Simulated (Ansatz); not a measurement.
## MgO at -1 GPa: from Born charge to LO–TO splitting and polaron coupling

Computed with DFT PBE, scalar-relativistic, plane waves, PAW in Ansatz 0.2.0. Plane waves to 420 eV; Γ-centred k mesh 10×10×10; fixed occupations. No spin polarisation. Phonons by linear response, acoustic sum rule imposed.

The cell, relaxed at -1 GPa:
```yaml
crystal:
  lattice:
    - [0.00000, 2.13173, 2.13173]
    - [2.13173, 0.00000, 2.13173]
    - [2.13173, 2.13173, 0.00000]
  atoms:
    - { symbol: Mg, position: [0.00000, 0.00000, 0.00000] }
    - { symbol: O, position: [0.50000, 0.50000, 0.50000] }
```

Linear response gives ν_TO = 358.4 cm⁻¹, Born charges ±2.001 e (positive on Mg) and ε∞ = 3.249. The primitive cell holds 19.374 Å³, and the masses are 24.305 and 15.999 amu.

Task: Find ν_LO and the static dielectric constant.

Result: The long-wave field adds a restoring force: ω_LO² − ω_TO² = Z*²e²/(ε_vac ε∞ μV). In these units ν_LO² − ν_TO² = 4.92064×10⁷ Z*²/(μ V ε∞) cm⁻², with μ = m₁m₂/(m₁ + m₂) = 9.648 amu: 324493 cm⁻². So ν_LO = √(358.4² + 324493) = 673.0 cm⁻¹, and the run gives 673.0. Lyddane–Sachs–Teller then gives ε0 = ε∞ (ν_LO/ν_TO)² = 11.46, against 11.46 in the run (it forms both from the same three quantities, so the match checks the arithmetic only). Between ν_TO and ν_LO the dielectric function is negative and an undamped crystal reflects fully: a reststrahlen band from 14.9 to 27.9 μm.

Task: What do the Clausius–Mossotti polarisability and the Szigeti charge come to?

Result: With the Lorentz local field, α = (3V/4π)(ε∞ − 1)/(ε∞ + 2) = 1.98 Å³ for the pair, and e_S = 3Z*/(ε∞ + 2) = 1.14 e. The Born charge includes the electrons' response to the dipole's own local field, and e_S takes that enhancement out. The Lorentz field assumes point-like polarisable ions, a fair picture at this small ε∞.

Task: How strongly does a slow electron couple to the LO mode?

Result: For one isotropic parabolic band, Fröhlich's constant is α_F = (1/ε∞ − 1/ε0) √(m* Ry/ħω_LO), with Ry = 13.606 eV, ħω_LO = 83.4 meV and m* in free-electron masses: α_F = 0.2205 × 12.77 × √m* = 2.82 √m*. The band mass isn't part of this run; for m* = 0.1, 0.3 and 1 it gives 0.89, 1.54, 2.82. In weak coupling the polaron lies α_F ħω_LO below the band edge (129 meV at m* = 0.3) with a mass m*(1 + α_F/6); past α_F of about 5 or 6 that expansion fails. A semilocal functional's ε∞ tends to be too large, which taken alone lowers α_F.

Cost: 1 run of about 0.21 core-minutes, on Intel Xeon Platinum 8259CL (Skylake/Cascade Lake) (shared hosts).

The Born charges of ±2.001 e lie almost at the formal ionic values, as expected for a strongly ionic oxide with little dynamical charge transfer between O 2p and the empty Mg states. The smaller Szigeti charge, 1.14 e, doesn't imply half-ionised atoms; within the local-field model it probably reflects distortion of the electron shells by short-range overlap as the ions move.

Large dynamical charges, light ions and weak electronic screening together produce the wide LO–TO splitting, and lattice displacement rather than electronic polarisation supplies most of ε0. The TO mode is softer and ε0 larger than is well established for MgO at ambient conditions, probably because PBE's overlong bonds and the applied tension both weaken the short-range restoring force.

The polaron coupling is less sensitive to this softness, since 1/ε∞ dominates the dielectric factor. The values suggest intermediate coupling for a light, s-like conduction electron, but they don't carry over to holes, whose degenerate O 2p bands fall outside the one-band model and may favour self-trapping.
